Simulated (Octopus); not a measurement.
AlN:

```
Al N
1.0
     3.11300    0.00000    0.00000
    -1.55650    2.69594    0.00000
     0.00000    0.00000    4.98100
Al N
2 2
Direct
  0.66667 0.33333 0.50000
  0.33333 0.66667 0.00000
  0.66667 0.33333 0.88000
  0.33333 0.66667 0.38000
```

Base run:

- Program: Octopus 16.4
- Functional: PBE
- Potentials or basis: pseudodojo_pbe (PseudoDojo 0.5, PBE)
- Grid spacing: 0.125 Å
- k mesh: 10 × 10 × 6
- Occupations: fermi-dirac, width 0.05 eV
- Spin: no spin polarisation

Its results: band gap on the k mesh 4.22 eV, direct; largest force 0.130 eV/Å.

Task: The run is repeated on the same cell with these changes: functional from PBE to PBEsol; potentials or basis from pseudodojo_pbe (PseudoDojo 0.5, PBE) to pseudodojo_pbesol (PseudoDojo 0.4, PBEsol). What comes out?

Result: Band gap on the k mesh 4.14 eV, direct; largest force 0.132 eV/Å.

A k mesh can miss the band edges.

Not every run made on this cell is shown here.
